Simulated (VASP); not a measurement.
Results of a VASP single-point calculation on LiF (strained rocksalt)

POSCAR

```
Li F
 1.0000000000000000
     0.0373568784000000    1.9923311812000000    1.9923311812000000
     1.9923311812000000    0.0373568784000000    1.9923311812000000
     1.9923311812000000    1.9923311812000000    0.0373568784000000
 Li  F
   1   1
Cartesian
  0.0000000000000000  0.0000000000000000  0.0000000000000000
  2.0110096203999999  2.0110096203999999  2.0110096203999999
```

The gap between bands v and c is 10.81 eV. The least direct gap is 10.81 eV.

Band v is the last that the valence electrons fill when counted band by band, and c is the next. Levels in eV from the top of v:

```json
{"point": "Γ", "v−1": "0.00", "v": "0.00", "c": "10.81", "c+1": "25.40"}
{"point": "X", "v−1": "-1.25", "v": "-1.07", "c": "16.61", "c+1": "17.68"}
{"point": "K", "v−1": "-1.78", "v": "-0.80", "c": "16.06", "c+1": "16.68"}
{"point": "L", "v−1": "-0.23", "v": "-0.23", "c": "12.26", "c+1": "18.53"}
{"point": "W", "v−1": "-2.31", "v": "-0.91", "c": "16.57", "c+1": "16.85"}
```

Problem. Which of these levels of theory gave these results?
A. PBEsol
B. LDA
C. r²SCAN
D. PBE0
E. HSE06
F. PBE
G. PBE with spin–orbit coupling

Solution. C.

The INCAR was:

```
METAGGA = R2SCAN
SIGMA = 0.01
LREAL = .FALSE.
ENCUT = 520
LELF = .TRUE.
NSW = 0
ISMEAR = 0
PREC = Accurate
NELM = 120
LCHARG = .TRUE.
EDIFF = 1E-7
NBANDS = 12
LWAVE = .FALSE.
LASPH = .TRUE.
ALGO = Normal
IBRION = -1
ISIF = 2
```
